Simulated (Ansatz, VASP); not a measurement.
## LiF in VASP and in Ansatz

```xyz
2
Lattice="2.5595 0.0000 0.0000 0.0000 2.5595 0.0000 0.0000 0.0000 2.5595" Properties=species:S:1:pos:R:3 pbc="T T T"
Li   -0.2250    0.0000    0.0000
F     1.2798    1.2798    1.2798
```

Change from the starting cell: all Li atoms moved +0.225 Å, as atom 1 towards its neighbour atom 1 (Li) at 2.560 Å.

Alike in both runs: task single point; functional LDA; k mesh 10 × 10 × 10; occupations gaussian, width 0.05 eV; no spin polarisation.

|  | VASP | Ansatz |
| --- | --- | --- |
| version | VASP 6.6.1 | Ansatz 0.2.0 |
| potentials or method | VASP PAW LDA potentials, release 64 (Li_sv, F) | scalar-relativistic, plane waves, PAW |
| plane-wave cutoff (eV) | 520 | 420 |
| valence electrons in the cell | 10 | 10 |

```tsv
	VASP	Ansatz	Ansatz less VASP
gap on the k mesh at the Fermi level (eV)	7.25	7.25	+0.005
least direct gap on the mesh (eV)	7.90	7.91	+0.005
rms of the force components (eV/Å)	0.067	0.069	+0.0020
```

Atom by atom the forces differ by 0.002 eV/Å (rms over components).

 A k mesh can miss the band edges.
